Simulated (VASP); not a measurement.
CdSe:

```
CELL_PARAMETERS angstrom
0.00000 3.04621 3.04621
3.04621 0.00000 3.04621
3.04621 3.04621 0.00000
ATOMIC_POSITIONS crystal
Cd 0.00000 0.00000 0.00000
Se 0.75000 0.75000 0.75000
```

Measurements of this composition are mostly on another form, of space group No. 186.

| Quantity | Value |
| --- | --- |
| Program | VASP 6.6.1 |
| Task | relaxation of cell and atoms |
| Functional | HSE06 |
| Potentials or basis | VASP PAW PBE potentials, release 64 (Cd, Se) |
| Cutoff | 520 eV |
| k mesh | 6 × 6 × 6 |
| Occupations | gaussian, width 0.03 eV |
| Spin | no spin polarisation |

At the start: pressure 1.5 GPa; volume 28.27 Å³/atom.

Where does the relaxation end?

Over 3 steps the energy falls by 3.9 meV/atom and the volume is 29.10 Å³/atom (+3.0 %); space group F-43m (No. 216, to 0.05 Å).

Step by step:
| step | energy change (eV) | largest force (eV/Å) | pressure (GPa) | volume (Å³) |
| --- | --- | --- | --- | --- |
| 1 | 0.0000 | 0.0000 | 1.53 | 56.53 |
| 2 | -0.0070 | 0.0000 | -0.48 | 58.77 |
| 3 | -0.0078 | 0.0000 | 0.00 | 58.20 |

Final structure:
```yaml
crystal:
  lattice:
    - [0.00000, 3.07588, 3.07588]
    - [3.07588, 0.00000, 3.07588]
    - [3.07588, 3.07588, 0.00000]
  atoms:
    - { symbol: Cd, position: [0.00000, 0.00000, 0.00000] }
    - { symbol: Se, position: [0.75000, 0.75000, 0.75000] }
```

Caveat: the PAW data sets were made with another functional, which shifts forces and pressure a little.
